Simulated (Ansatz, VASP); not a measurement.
## One calculation of B, two programs

File POSCAR:

```
B
1.0
    2.7970008425      1.6148491893      4.0252000000
   -2.7970008425      1.6148491893      4.0252000000
    0.0000000000     -3.2296983787      4.0252000000
B
15
Direct
    0.5000000000      0.5000000000      0.5000000000
    0.8069714560      0.3021949276      0.8069714560
    0.8069714560      0.8069714560      0.3021949276
    0.3021949276      0.8069714560      0.8069714560
    0.1930285440      0.6978050724      0.1930285440
    0.6978050724      0.1930285440      0.1930285440
    0.1930285440      0.1930285440      0.6978050724
    0.0044595398      0.3327205114      0.0044595398
    0.0044595398      0.0044595398      0.3327205114
    0.3327205114      0.0044595398      0.0044595398
    0.9955404602      0.6672794886      0.9955404602
    0.6672794886      0.9955404602      0.9955404602
    0.9955404602      0.9955404602      0.6672794886
    0.6333190199      0.6333190199      0.6333190199
    0.3666809801      0.3666809801      0.3666809801
```

The input INCAR.step1:

```
PREC = Accurate
ENCUT = 520
ISMEAR = -1
SIGMA = 0.05
LREAL = Auto
LASPH = T
NELM = 80
NBANDS = 36
GGA = PE
ALGO = Normal
EDIFF = 1E-4
LWAVE = T
LCHARG = F
```

Contents of INCAR.step2:

```
PREC = Accurate
ENCUT = 520
EDIFF = 1E-8
ISMEAR = -1
SIGMA = 0.05
LREAL = Auto
LASPH = T
NELM = 80
ALGO = Normal
ISIF = 2
LWAVE = F
LCHARG = F
METAGGA = R2SCAN
LMIXTAU = T
LEFG = T
NBANDS = 36
ISTART = 1
```

The input KPOINTS:

```
regular mesh
0
Gamma
  7 7 7
```

Input for Ansatz:

```yaml
crystal:
  lattice:
    - [2.7970008425, 1.6148491893, 4.0252]
    - [-2.7970008425, 1.6148491893, 4.0252]
    - [0.0, -3.2296983787, 4.0252]
  atoms:
    - { symbol: B, position: [0.5, 0.5, 0.5] }
    - { symbol: B, position: [0.806971456, 0.3021949276, 0.806971456] }
    - { symbol: B, position: [0.806971456, 0.806971456, 0.3021949276] }
    - { symbol: B, position: [0.3021949276, 0.806971456, 0.806971456] }
    - { symbol: B, position: [0.193028544, 0.6978050724, 0.193028544] }
    - { symbol: B, position: [0.6978050724, 0.193028544, 0.193028544] }
    - { symbol: B, position: [0.193028544, 0.193028544, 0.6978050724] }
    - { symbol: B, position: [0.0044595398, 0.3327205114, 0.0044595398] }
    - { symbol: B, position: [0.0044595398, 0.0044595398, 0.3327205114] }
    - { symbol: B, position: [0.3327205114, 0.0044595398, 0.0044595398] }
    - { symbol: B, position: [0.9955404602, 0.6672794886, 0.9955404602] }
    - { symbol: B, position: [0.6672794886, 0.9955404602, 0.9955404602] }
    - { symbol: B, position: [0.9955404602, 0.9955404602, 0.6672794886] }
    - { symbol: B, position: [0.6333190199, 0.6333190199, 0.6333190199] }
    - { symbol: B, position: [0.3666809801, 0.3666809801, 0.3666809801] }
kpoints:
  mp_grid: { grid: [7, 7, 7] }
scf:
  occupations: { method: fermi_dirac, width: 0.05 }
hamiltonian:
  xc: r2scan
  pseudopotentials: { kind: paw }
output:
  forces: true
  stress: true
  populations: true
  efg: { quadrupole_moments_barn: { B: 0.04059 }, contact_densities: true }
```

Alike in both runs: task electric field gradients; functional r2SCAN; k mesh 7 × 7 × 7; occupations fermi-dirac, width 0.05 eV; no spin polarisation.

```csv
,VASP,Ansatz
version,VASP 6.6.1,Ansatz 0.2.0
potentials or method,"VASP PAW PBE potentials, release 64 (B)","plane-wave PAW, scalar-relativistic"
plane-wave cutoff (eV),520,500
valence electrons in the cell,45,45
```

|  | VASP | Ansatz | Ansatz less VASP |
| --- | --- | --- | --- |
| pressure (GPa) | 16.5 | 16.3 | -0.17 |
| largest component of the traceless stress (GPa) | 14.65 | 14.67 | +0.019 |
| rms of the force components (eV/Å) | 0.025 | 0.028 | +0.0028 |
| Vzz of the field gradient on the site that differs most (V/Å²) | -24.3 | -17.8 | +6.53 |

Atom by atom the forces differ by 0.009 eV/Å (rms over components).

Caveats: so large a pressure means that the cell lies far from this level's equilibrium, or that cutoff or potentials fall short (VASP); the potentials were made for another functional, which shifts forces and pressure (VASP).
